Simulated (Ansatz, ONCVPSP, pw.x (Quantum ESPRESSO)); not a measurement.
## Rb: does the ONCV potential hold in the solid?

| Quantity | Value |
| --- | --- |
| Element | Rb (Z = 37) |
| Generator | ONCVPSP 4.0.1 |
| Type | optimised norm-conserving Vanderbilt (ONCV) |
| Functional | PBE |
| Relativity | scalar-relativistic |
| Frozen core | [Ar] 3d10 |
| Valence charge | 9 |
| Reference configuration | 4s2 4p6 5s1 |
| Partial waves | 4s+5s: rc 2.25 bohr, ncon 3, nbas 7, qcut 4.6 1/bohr, 2 projectors; 4p: rc 2.10 bohr, ncon 4, nbas 8, qcut 7.3 1/bohr, 2 projectors, debl 3.6 Ha; d scattering state at 0.03 Ha: rc 1.90 bohr, ncon 3, nbas 7, qcut 5.3 1/bohr, 1 projector |
| Local potential | polynomial inside 1.25 bohr (lpopt 2, dvloc0 1 Ha) |
| Core correction | Teter function, fcfact 4.5, rcfact 1.5 |

Atomic tests: cutoffs needed: 13 Ha and 17 Ha (the cutoffs (Ha) at which the residual kinetic energy of the hardest occupied pseudo-wave falls to 1 and 0.1 mHa per electron); ghost test: no bound ghost flagged; no localised positive-energy state flagged; largest excitation error: -7.2 meV (all-electron minus pseudo) for 4s2 4p5 5s1, out of 4 test configurations.

Crystal test: diamond Rb in pw.x 7.5, no spin, 8³ k-points, Fermi–Dirac smearing 0.01 Ry, cutoffs 50/200 Ry. The reference is all-electron LAPW (Ansatz 0.2.0) with the same functional, mesh and smearing; V0 and B0 come from Birch–Murnaghan fits to the pressures at five volumes. Errors are pseudo minus all-electron; Δ is the rms difference of the E(V) curves that follow from these fits, minima aligned, over ±6 % about the mean V0. Mesh and smearing are coarse, so the numbers serve the comparison and aren't converged zero-temperature values; the lattice is a test structure that the element need not adopt.

```tsv
V (Å³/atom)	P all-electron (GPa)	P pseudo (GPa)
134.625	0.05	0.05
138.168	0.02	0.02
141.711	-0.00	-0.00
145.254	-0.02	-0.03
148.797	-0.04	-0.04
```

All-electron: a0 = 10.418 Å (V0 = 141.33 Å³/atom), B0 = 0.9 GPa.

Pseudopotential: mean pressure error (GPa): -0.00; a0 (Å): 10.415; a0 error (%): -0.03; B0 error (%): -0.1; Δ (meV/atom): 0.0.

At the middle volume, how do free energy and pressure move when the wave cutoff is lowered (ecutrho kept at four times it)?

```json
{"cutoff (Ry)": "22", "shift of F (meV/atom)": "+258.8", "shift of P (GPa)": "-0.67"}
{"cutoff (Ry)": "30", "shift of F (meV/atom)": "+48.9", "shift of P (GPa)": "-0.28"}
{"cutoff (Ry)": "40", "shift of F (meV/atom)": "+2.0", "shift of P (GPa)": "-0.02"}
```

The run at the middle volume (29 k-points, 8 iterations) took about 46 s on one core of a shared host (AMD EPYC 9R45 96-Core Processor, 96 threads, 376 GiB, load 27).
